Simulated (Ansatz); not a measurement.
## What pressure 0.9 GPa does to InCuS2

Consider InCuS$_{2}$ in the chalcopyrite structure (space group I-42d, No. 122; a = 5.577 Å, c = 11.234 Å).

Modification: a hydrostatic pressure of 0.9 GPa.

Computed with PBE (Ansatz, a program for electronic structure; PAW; 420 eV plane waves; without spin-orbit coupling). Γ-centred 8×8×8 mesh, Fermi–Dirac width 0.05 eV.

| quantity | base | changed | shift |
|---|---|---|---|
| volume per atom | 21.84 Å³ | 21.55 Å³ | -0.29 Å³ |
| density | 4.61 g/cm³ | 4.67 g/cm³ | +0.06 g/cm³ |
| c/a ratio | 2.014 | 2.015 | +0.0004 |
| shortest interatomic distance | 2.328 Å | 2.316 Å | -0.012 Å |
| enthalpy H = E + PV relative to the base's energy | – | +0.12 eV/atom | – |
| band gap | zero | zero | – |

Cost of the whole job for the changed cell (relaxation, final SCF and bands): very roughly 2.3 core-minutes.

Load acts through the strain it causes; cell and atoms are relaxed under it. Whether these cells are dynamically stable was not tested. The final runs are not spin-polarised. Gaps under 0.05 eV, about the width of the smearing, are given as zero. The zero or small gap of InCuS2 can change with the level of theory.
